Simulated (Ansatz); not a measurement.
Ba: energy along a strain

Ba, Im-3m, a = 5.020 Å. Ansatz: PBE, PAW, 420 eV, Γ-centred 18×18×18 mesh on 1 atom, Gaussian smearing 0.15 eV; no spin polarisation. Cell vectors (Å): -2.510 2.510 2.510; 2.510 -2.510 2.510; 2.510 2.510 -2.510. The cell is strained by x per cent times the pattern (0 0 0 0 0 1) in the order xx yy zz yz xz xy (engineering shears), with fractional coordinates held. y is the free energy over the start, V0 = 63.260 Å³/atom. Symmetry makes y even in x.

```
x (%) y (meV/atom)
-2.00             ?
-1.00          0.21
 0.00          0.00
 0.25          0.01
 0.50          0.05
 0.75          0.12
 1.25          0.32
 1.50          0.46
 1.75          0.63
```

**Question.** Fit y = c2 x² + c4 x⁴ to the other rows, get the stiffness along the pattern, and predict the missing energy.

**Answer.** Least squares on the rows shown. y = 0.2073 x² − 0.0006784 x⁴. The clamped-ion stiffness p·C·p = 2 × 2.073 eV × 160.2 / 63.260 Å³ = 10.5 GPa, which is C66 in these axes (C44 of the cubic crystal). With a term in x⁶ added, the coefficient of x² becomes 0.2159, 4 % more, which shows how far this figure hangs on the form. At x = -2.00 the fit asked for gives 0.82 meV/atom. The run gave 0.82 meV/atom, the same to the digits shown.